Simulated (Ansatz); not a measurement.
# A defect in a wire: Mo wire along [100], 4 atoms a period, Fe placed on top of one Mo, part 3 of 5

Wanted: the relaxed defect and the transmission past it, beside the channels of the perfect wire.

Ansatz 0.2.0; DFT PBE, plane waves, PAW; relaxation of a wire's period (the session's first sound run).

So far, conductance of the lead as this run defines it (G₀): step 3 (bands of the perfect wire) 3.01.

## Step 4: Relaxation of the scattering region

This step: DFT PBE, plane waves, PAW; relaxation of a junction in a wire, ends held (Ansatz 0.2.0).

System of this step: Mo wire along [100], 4 atoms a period, Fe placed on top of one Mo. The cell holds 37 atoms: 36 Mo and 1 Fe. Its edges and angles: a = 9.960 Å, b = 9.960 Å, c = 27.534 Å, α = 90.0°, β = 90.0°, γ = 90.0°. Regions: held atoms, 24 atoms (24 Mo); free atoms, 13 atoms (12 Mo and 1 Fe). Vacuum lies along a and b. The structure's axis is c.

13 atoms at the defect are free to relax, while 24 stay where the perfect wire has them, so that the ends still repeat as a lead. The cutoff is set under the files' recommended one to save time.

The input, input.yaml:

```yaml
crystal:
  lattice:
    - [9.96, 0.0, 0.0]
    - [0.0, 9.96, 0.0]
    - [0.0, 0.0, 27.5339134027]
  atoms:
    - { symbol: Mo, position: [0.358203969, 0.5, 0.0] }
    - { symbol: Mo, position: [0.641796031, 0.5, 0.0] }
    - { symbol: Mo, position: [0.5, 0.358203969, 0.055555556] }
    - { symbol: Mo, position: [0.5, 0.641796031, 0.055555556] }
    - { symbol: Mo, position: [0.358203969, 0.5, 0.111111111] }
    - { symbol: Mo, position: [0.641796031, 0.5, 0.111111111] }
    - { symbol: Mo, position: [0.5, 0.358203969, 0.166666667] }
    - { symbol: Mo, position: [0.5, 0.641796031, 0.166666667] }
    - { symbol: Mo, position: [0.358203969, 0.5, 0.222222222] }
    - { symbol: Mo, position: [0.641796031, 0.5, 0.222222222] }
    - { symbol: Mo, position: [0.5, 0.358203969, 0.277777778] }
    - { symbol: Mo, position: [0.5, 0.641796031, 0.277777778] }
    - { symbol: Mo, position: [0.358203969, 0.5, 0.333333333] }
    - { symbol: Mo, position: [0.641796031, 0.5, 0.333333333] }
    - { symbol: Mo, position: [0.5, 0.358203969, 0.388888889] }
    - { symbol: Mo, position: [0.5, 0.641796031, 0.388888889] }
    - { symbol: Mo, position: [0.358203969, 0.5, 0.444444444] }
    - { symbol: Mo, position: [0.641796031, 0.5, 0.444444444] }
    - { symbol: Mo, position: [0.5, 0.358203969, 0.5] }
    - { symbol: Mo, position: [0.5, 0.641796031, 0.5] }
    - { symbol: Mo, position: [0.358203969, 0.5, 0.555555556] }
    - { symbol: Mo, position: [0.641796031, 0.5, 0.555555556] }
    - { symbol: Mo, position: [0.5, 0.358203969, 0.611111111] }
    - { symbol: Mo, position: [0.5, 0.641796031, 0.611111111] }
    - { symbol: Mo, position: [0.358203969, 0.5, 0.666666667] }
    - { symbol: Mo, position: [0.641796031, 0.5, 0.666666667] }
    - { symbol: Mo, position: [0.5, 0.358203969, 0.722222222] }
    - { symbol: Mo, position: [0.5, 0.641796031, 0.722222222] }
    - { symbol: Mo, position: [0.358203969, 0.5, 0.777777778] }
    - { symbol: Mo, position: [0.641796031, 0.5, 0.777777778] }
    - { symbol: Mo, position: [0.5, 0.358203969, 0.833333333] }
    - { symbol: Mo, position: [0.5, 0.641796031, 0.833333333] }
    - { symbol: Mo, position: [0.358203969, 0.5, 0.888888889] }
    - { symbol: Mo, position: [0.641796031, 0.5, 0.888888889] }
    - { symbol: Mo, position: [0.5, 0.358203969, 0.944444444] }
    - { symbol: Mo, position: [0.5, 0.641796031, 0.944444444] }
    - { symbol: Fe, position: [0.5, 0.928944625, 0.5], spin: 3.0 }
magnetization:
  spin_polarized: true
kpoints:
  mp_grid: { grid: [1, 1, 1] }
scf:
  occupations: { method: fermi_dirac, width: 0.1 }
hamiltonian:
  xc: pbe
relax:
  constraints:
    - { sites: [0, 1, 2, 3, 4, 5, 6, 7, 8, 9, 10, 11, 24, 25, 26, 27, 28, 29, 30, 31, 32, 33, 34, 35] }
  f_tol: 0.06
  max_steps: 35
basis:
  ecutwfc: "350 eV"
```

Run with:

```console
$ ansatz run input.yaml --threads 4 --pin off --max-ram 16384MiB --backend cpu --events-out ev --progress --plain --runs-dir out
```

Numbers of over 12 decimals in the logs are rounded to 6 here.

Output:

```text
[...]
Warning: crystal.symmetry: narrowed to the stabiliser of the relax constraints — unitary ops 4 → 2; lowered at sites 12, 13, 24, 25 (the operations that carried what is held of a site onto what its image site leaves free; the constrained walk keeps no symmetry that its constraints do not admit)
[...]
Crystal: 37 atoms, lattice volume = 2731.408 Å³
Basis set: ecut = 350 eV, 40561 PW (Γ), exchange–correlation on 128×128×360 points (8 copies of the dense FFT grid, shifted against one another)
Bands: 314, of which v1, the nominal top of the filled ones, is band 260 counted from 1 (259 counted from 0)
Symmetry: 2 space group operations
k-points: 1
[...]
Starting moments: Σ|m| = 3 μB on 1 of 37 sites
[...]
SCF iter   1: F=—  HF=-182862.732067 eV  |F-HF|=—  |Δ(HF+E_count)|=         —  Δρ=2.48e-2 (↑2.48e-2 ↓2.38e-2)  dr2=1.89e2  dr2_m=5.04e-1  M=3.300 μB ∫|m|=3.861 μB  β_m=0.30  ethr=3.10e-3  ⟨swp⟩=8.0  Hψ=2592  notcnv=0
[...]
spin=Collinear: LDOS preconditioning applied to the charge; magnetization (m = ρ↑ − ρ↓) channel mixes plain (no charge-response kernel on spin).
SCF iter   2: F=—  HF=-182824.395825 eV  |F-HF|=—  |Δ(HF+E_count)|=    3.83e1  Δρ=1.35e-2 (↑1.35e-2 ↓1.33e-2)  dr2=3.88e1  dr2_m=2.78e-1  M=3.255 μB ∫|m|=4.063 μB  β_m=0.41  ethr=3.10e-3  ⟨swp⟩=3.0  Hψ=1520  notcnv=0
[...]
SCF iter  18: F=-182816.539917 eV  HF=-182816.539940 eV  |F-HF|=2.22e-5  |Δ(HF+E_count)|=   3.26e-5  Δρ=1.55e-5 (↑1.42e-5 ↓1.55e-5)  dr2=3.24e-5  dr2_m=1.87e-6  M=2.041 μB ∫|m|=5.210 μB  ethr=1.73e-8  ⟨swp⟩=2.0  Hψ=2319  notcnv=0
SCF 1 converged in 18 iterations: F = -182816.539917 eV  dr2 = 3.24e-5
[...]
relax step   1: F+E_penalty+E_count = -182816.53991746 eV  Δ(F+E_penalty+E_count) = +0.000e0 eV  max|allowed force component| = 1.558e0 eV/Å  Δτ_max = 0.0000 Å  (18 SCF iters, dr2 threshold 9.00e-5 eV, accepted)
[...]
Starting moments: Σ|m| = 3 μB on 1 of 37 sites; this step starts from the density that it was given
[...]
SCF iter   8: F=-182816.613061 eV  HF=-182816.613105 eV  |F-HF|=4.45e-5  |Δ(HF+E_count)|=   8.56e-5  Δρ=3.01e-5 (↑2.05e-5 ↓3.01e-5)  dr2=7.26e-5  dr2_m=8.67e-6  M=1.597 μB ∫|m|=5.596 μB  ethr=1.92e-8  ⟨swp⟩=2.5  Hψ=2294  notcnv=0
SCF 2 converged in 8 iterations: F = -182816.613061 eV  dr2 = 7.26e-5
relax step   2: F+E_penalty+E_count = -182816.61306065 eV  Δ(F+E_penalty+E_count) = -7.314e-2 eV  max|allowed force component| = 9.321e-1 eV/Å  Δτ_max = 0.1227 Å  (8 SCF iters, dr2 threshold 1.00e-4 eV, accepted)
SCF iter   1: F=—  HF=-182816.569216 eV  |F-HF|=—  |Δ(HF+E_count)|=         —  Δρ=5.85e-3 (↑2.31e-3 ↓5.85e-3)  dr2=7.73e-1  dr2_m=2.94e-1  M=1.549 μB ∫|m|=5.511 μB  β_m=0.30  ethr=1.06e-3  ⟨swp⟩=3.5  Hψ=1625  notcnv=0
[...]
SCF iter   8: F=-182816.866162 eV  HF=-182816.866166 eV  |F-HF|=3.90e-6  |Δ(HF+E_count)|=   1.75e-6  Δρ=1.38e-5 (↑1.33e-5 ↓1.38e-5)  dr2=9.45e-6  dr2_m=3.48e-6  M=1.514 μB ∫|m|=5.490 μB  ethr=8.52e-9  ⟨swp⟩=3.0  Hψ=2129  notcnv=0
SCF 3 converged in 8 iterations: F = -182816.866162 eV  dr2 = 9.45e-6
relax step   3: F+E_penalty+E_count = -182816.86616185 eV  Δ(F+E_penalty+E_count) = -2.531e-1 eV  max|allowed force component| = 7.994e-1 eV/Å  Δτ_max = 0.1950 Å  (8 SCF iters, dr2 threshold 5.43e-5 eV, accepted)
[... from here on, the SCF cycles and remarks between the steps are left out ...]
relax step   4: F+E_penalty+E_count = -182817.01188889 eV  Δ(F+E_penalty+E_count) = -1.457e-1 eV  max|allowed force component| = 2.814e-1 eV/Å  Δτ_max = 0.1951 Å  (11 SCF iters, dr2 threshold 1.00e-4 eV, accepted)
relax step   5: F+E_penalty+E_count = -182817.04241080 eV  Δ(F+E_penalty+E_count) = -3.052e-2 eV  max|allowed force component| = 2.495e-1 eV/Å  Δτ_max = 0.1052 Å  (11 SCF iters, dr2 threshold 9.81e-6 eV, accepted)
relax step   6: F+E_penalty+E_count = -182817.10257186 eV  Δ(F+E_penalty+E_count) = -6.016e-2 eV  max|allowed force component| = 2.090e-1 eV/Å  Δτ_max = 0.1749 Å  (11 SCF iters, dr2 threshold 7.71e-6 eV, accepted)
relax step   7: F+E_penalty+E_count = -182817.17667767 eV  Δ(F+E_penalty+E_count) = -7.411e-2 eV  max|allowed force component| = 4.004e-1 eV/Å  Δτ_max = 0.1952 Å  (9 SCF iters, dr2 threshold 3.06e-5 eV, accepted)
relax step   8: F+E_penalty+E_count = -182817.27887797 eV  Δ(F+E_penalty+E_count) = -1.022e-1 eV  max|allowed force component| = 5.371e-1 eV/Å  Δτ_max = 0.1962 Å  (8 SCF iters, dr2 threshold 1.00e-4 eV, accepted)
relax step   9: F+E_penalty+E_count = -182817.40168825 eV  Δ(F+E_penalty+E_count) = -1.228e-1 eV  max|allowed force component| = 5.717e-1 eV/Å  Δτ_max = 0.1981 Å  (10 SCF iters, dr2 threshold 1.00e-4 eV, accepted)
relax step  10: F+E_penalty+E_count = -182817.51782890 eV  Δ(F+E_penalty+E_count) = -1.161e-1 eV  max|allowed force component| = 4.784e-1 eV/Å  Δτ_max = 0.1949 Å  (8 SCF iters, dr2 threshold 1.00e-4 eV, accepted)
relax step  11: F+E_penalty+E_count = -182817.61204967 eV  Δ(F+E_penalty+E_count) = -9.422e-2 eV  max|allowed force component| = 2.754e-1 eV/Å  Δτ_max = 0.1950 Å  (8 SCF iters, dr2 threshold 1.00e-4 eV, accepted)
relax step  12: F+E_penalty+E_count = -182817.67158371 eV  Δ(F+E_penalty+E_count) = -5.953e-2 eV  max|allowed force component| = 3.790e-1 eV/Å  Δτ_max = 0.2000 Å  (10 SCF iters, dr2 threshold 2.52e-5 eV, accepted)
relax step  13: F+E_penalty+E_count = -182817.68519073 eV  Δ(F+E_penalty+E_count) = -1.361e-2 eV  max|allowed force component| = 4.701e-1 eV/Å  Δτ_max = 0.1939 Å  (9 SCF iters, dr2 threshold 4.76e-5 eV, accepted)
relax step  14: F+E_penalty+E_count = -182817.69076604 eV  Δ(F+E_penalty+E_count) = -5.575e-3 eV  max|allowed force component| = 3.713e-1 eV/Å  Δτ_max = 0.0344 Å  (6 SCF iters, dr2 threshold 1.00e-4 eV, accepted)
relax step  15: F+E_penalty+E_count = -182817.69928950 eV  Δ(F+E_penalty+E_count) = -8.523e-3 eV  max|allowed force component| = 2.659e-1 eV/Å  Δτ_max = 0.0766 Å  (7 SCF iters, dr2 threshold 8.60e-5 eV, accepted)
relax step  16: F+E_penalty+E_count = -182817.71297261 eV  Δ(F+E_penalty+E_count) = -1.368e-2 eV  max|allowed force component| = 6.841e-2 eV/Å  Δτ_max = 0.0399 Å  (6 SCF iters, dr2 threshold 3.63e-5 eV, accepted)
SCF iter   1: F=—  HF=-182817.734788 eV  |F-HF|=—  |Δ(HF+E_count)|=         —  Δρ=1.21e-3 (↑1.13e-3 ↓1.21e-3)  dr2=4.08e-1  dr2_m=2.37e-3  M=1.586 μB ∫|m|=4.698 μB  β_m=0.30  ethr=3.66e-4  ⟨swp⟩=2.0  Hψ=1072  notcnv=0
[...]
SCF iter  12: F=-182817.716273 eV  HF=-182817.716273 eV  |F-HF|=1.36e-8  |Δ(HF+E_count)|=   7.95e-8  Δρ=8.02e-7 (↑6.72e-7 ↓8.02e-7)  dr2=3.52e-8  dr2_m=1.07e-8  M=1.589 μB ∫|m|=4.720 μB  ethr=1.22e-11  ⟨swp⟩=1.0  Hψ=2224  notcnv=0
SCF 17 converged in 12 iterations: F = -182817.716273 eV  dr2 = 3.52e-8
relax step  17: F+E_penalty+E_count = -182817.71627303 eV  Δ(F+E_penalty+E_count) = -3.300e-3 eV  max|allowed force component| = 5.011e-2 eV/Å  Δτ_max = 0.0453 Å  (12 SCF iters, accepted)
SCF converged after 12 iterations
Magnetization: 1.5893 μB (260.7946 up, 259.2054 down)
Absolute magnetization: 4.7336 μB (∫|ρ↑−ρ↓|, with the PAW one-centre terms)
[...]
Per-site moments (μB) at R_I (Å): [(-0.00332389, 1.037746), (-0.00332389, 1.037746), (0.00382174, 1.037746), (0.001707, 1.037746), (-0.000548905, 1.037746), (-0.000548905, 1.037746), (-0.00202421, 1.037746), (-0.00646324, 1.037746), (0.00164166, 1.037746), (0.00164166, 1.037746), (0.00886628, 1.034679), (-0.012934, 1.031487), (-0.017722, 1.031487), (-0.017722, 1.031487), (0.00503774, 1.026838), (-0.016318, 1.013092), [...]
Free energy (F): -182817.716273 eV
[...]
Internal energy: -182816.007755 eV  (E = F + TS)
E sigma→0 (E₀):  -182816.862014 eV
Entropy (-TS):   -1.708518 eV (-46.176 meV/atom)
Fermi energy:    1.863654 eV
[...]
--- Forces (eV/Å), atoms counted from 1 ---
  atom   1  Mo    -0.09271894    -0.00893692    -0.02088621
  atom   2  Mo     0.09271894    -0.00893692    -0.02088621
  atom   3  Mo     0.00000000    -0.09101885     0.03146149
  atom   4  Mo     0.00000000     0.07218845     0.02985979
  atom   5  Mo    -0.09672621    -0.00491479    -0.04531540
  atom   6  Mo     0.09672621    -0.00491479    -0.04531540
  atom   7  Mo     0.00000000    -0.03740073     0.05695608
  atom   8  Mo     0.00000000     0.08087143     0.07174145
  atom   9  Mo    -0.14545732    -0.03096519    -0.13647304
  atom  10  Mo     0.14545732    -0.03096519    -0.13647304
  atom  11  Mo     0.00000000    -0.01641772     0.20851389
  atom  12  Mo     0.00000000     0.11806159     0.26138555
  atom  13  Mo    -0.00504856    -0.01935512     0.00421765
  atom  14  Mo     0.00504856    -0.01935512     0.00421765
  atom  15  Mo     0.00000000    -0.02310606     0.00725139
  atom  16  Mo     0.00000000    -0.05010584     0.02865513
  atom  17  Mo     0.00256388     0.02627219    -0.01285318
  atom  18  Mo    -0.00256388     0.02627219    -0.01285318
  atom  19  Mo     0.00000000     0.03073380     0.03674909
  atom  20  Mo     0.00000000     0.03126572     0.00804878
  atom  21  Mo     0.01110827    -0.03134628    -0.00295336
  atom  22  Mo    -0.01110827    -0.03134628    -0.00295336
  atom  23  Mo     0.00000000     0.01455568    -0.00837628
  atom  24  Mo     0.00000000     0.01567753    -0.01696372
  atom  25  Mo    -0.22908897    -0.00048285     0.03873528
  atom  26  Mo     0.22908897    -0.00048285     0.03873528
  atom  27  Mo     0.00000000    -0.04902891    -0.09594210
  atom  28  Mo     0.00000000     0.01843886    -0.25863980
  atom  29  Mo    -0.04749018    -0.02820585    -0.01908216
  atom  30  Mo     0.04749018    -0.02820585    -0.01908216
  atom  31  Mo     0.00000000    -0.03895285    -0.01135219
  atom  32  Mo     0.00000000     0.12478087     0.03098356
  atom  33  Mo    -0.10001905    -0.00357458    -0.01101636
  atom  34  Mo     0.10001905    -0.00357458    -0.01101636
  atom  35  Mo     0.00000000    -0.06047490     0.03087170
  atom  36  Mo     0.00000000     0.08325634    -0.00170491
  atom  37  Fe     0.00000000    -0.02056402     0.00170704
  max |Σ_I F_I| component: 2.58e-4 eV/Å
--- Relaxed structure (17 steps of the walk, 17 accepted, 0 SCFs on fresh bases) ---
  F+E_penalty+E_count = -182817.71627303 eV   max|allowed force component| = 5.011e-2 eV/Å
  atoms:
    - { symbol: Mo, position: [0.358203969, 0.500000, 0.0] }
    - { symbol: Mo, position: [0.641796031, 0.500000, 0.0] }
    - { symbol: Mo, position: [0.500000, 0.358203969, 0.055556] }
    - { symbol: Mo, position: [0.500000, 0.641796031, 0.055556] }
    - { symbol: Mo, position: [0.358203969, 0.500000, 0.111111] }
    - { symbol: Mo, position: [0.641796031, 0.500000, 0.111111] }
    - { symbol: Mo, position: [0.500000, 0.358203969, 0.166666667] }
    - { symbol: Mo, position: [0.500000, 0.641796031, 0.166666667] }
    - { symbol: Mo, position: [0.358203969, 0.500000, 0.222222] }
    - { symbol: Mo, position: [0.641796031, 0.500000, 0.222222] }
    - { symbol: Mo, position: [0.500000, 0.358203969, 0.277777778] }
    - { symbol: Mo, position: [0.500000, 0.641796031, 0.277777778] }
    - { symbol: Mo, position: [0.358247, 0.500689, 0.332670] }
    - { symbol: Mo, position: [0.641753, 0.500689, 0.332670] }
    - { symbol: Mo, position: [0.500000, 0.360149, 0.389453] }
    - { symbol: Mo, position: [0.500000, 0.644029, 0.391904] }
    - { symbol: Mo, position: [0.356493, 0.501565, 0.442951] }
    - { symbol: Mo, position: [0.643507, 0.501565, 0.442951] }
    - { symbol: Mo, position: [0.500000, 0.359118, 0.500721] }
    - { symbol: Mo, position: [0.500000, 0.650064, 0.503152] }
    - { symbol: Mo, position: [0.357012, 0.496732, 0.554822] }
    - { symbol: Mo, position: [0.642988, 0.496732, 0.554822] }
    - { symbol: Mo, position: [0.500000, 0.356159, 0.613880] }
    - { symbol: Mo, position: [0.500000, 0.646708, 0.607475] }
    - { symbol: Mo, position: [0.358203969, 0.500000, 0.666667] }
    - { symbol: Mo, position: [0.641796031, 0.500000, 0.666667] }
    - { symbol: Mo, position: [0.500000, 0.358203969, 0.722222] }
    - { symbol: Mo, position: [0.500000, 0.641796031, 0.722222] }
    - { symbol: Mo, position: [0.358203969, 0.500000, 0.777777778] }
    - { symbol: Mo, position: [0.641796031, 0.500000, 0.777777778] }
    - { symbol: Mo, position: [0.500000, 0.358203969, 0.833333333] }
    - { symbol: Mo, position: [0.500000, 0.641796031, 0.833333333] }
    - { symbol: Mo, position: [0.358203969, 0.500000, 0.888888889] }
    - { symbol: Mo, position: [0.641796031, 0.500000, 0.888888889] }
    - { symbol: Mo, position: [0.500000, 0.358203969, 0.944444] }
    - { symbol: Mo, position: [0.500000, 0.641796031, 0.944444] }
    - { symbol: Fe, position: [0.500000, 0.844076, 0.554999] }
```

Wall time 13 min (4 threads of Arm Neoverse V1, shared host); peak memory 3.5 GiB; 50 min of CPU time.

Step by step:

```
step  energy less that of the first step (eV)  largest force component (eV/Å)
   1                                   0.0000                          1.5580
   2                                  -0.0731                          0.9321
   3                                  -0.3262                          0.7994
   4                                  -0.4720                          0.2814
   5                                  -0.5025                          0.2495
   6                                  -0.5627                          0.2090
   7                                  -0.6368                          0.4004
   8                                  -0.7390                          0.5371
   9                                  -0.8618                          0.5716
  10                                  -0.9779                          0.4784
  11                                  -1.0721                          0.2754
  12                                  -1.1317                          0.3790
  13                                  -1.1453                          0.4701
  14                                  -1.1508                          0.3713
  15                                  -1.1594                          0.2659
  16                                  -1.1731                          0.0684
  17                                  -1.1764                          0.0501
```

The atoms that moved most (Å):

```
atom      dx      dy      dz  length
Fe37   0.000  -0.845   1.514   1.734
Mo20   0.000   0.082   0.087   0.120
Mo24   0.000   0.049  -0.100   0.111
Mo16   0.000   0.022   0.083   0.086
Mo23   0.000  -0.020   0.076   0.079
Mo17  -0.017   0.016  -0.041   0.047
Mo18   0.017   0.016  -0.041   0.047
Mo22   0.012  -0.033  -0.020   0.040
```

This step gave:

```
energy at zero smearing : -182816.8620 eV
total moment            : 1.589 μB
absolute moment         : 4.734 μB
```

Site moment by element, in μB:

```
element  atoms   mean  spread (r.m.s.)  least  largest
     Mo     36  -0.02             0.05  -0.24     0.04
     Fe      1   2.50             0.00   2.50     2.50
```

The atoms farthest from the mean of their element:

```
atom        x, y, z (Å)  site moment (μB)
Mo20  4.98, 6.47, 13.85             -0.24
Mo24  4.98, 6.44, 16.73             -0.21
Mo22  6.40, 4.95, 15.28              0.04
Mo21  3.56, 4.95, 15.28              0.04
Mo23  4.98, 3.55, 16.90              0.02
Mo27  4.98, 3.57, 19.89              0.02
Mo11   4.98, 3.57, 7.65              0.01
Mo15  4.98, 3.59, 10.72              0.01
```

The largest force component on a free atom ends at 0.050 eV/Å, under the limit of 0.06. Fe ends nearest to Mo at 2.40 Å and Mo at 2.44 Å; its sphere holds +2.50 μB.

(Part 3 of 5 ends here.)

[Logs are printed without paths, hosts, clocks, repeated set-up lines and the standing remarks that a program may print on its own settings, such as how far it seeks lower states.]

[Hosts, paths, dates, database ids (printed as entryN), source tags and the programs' standing remarks are cut or masked in the printed files.]
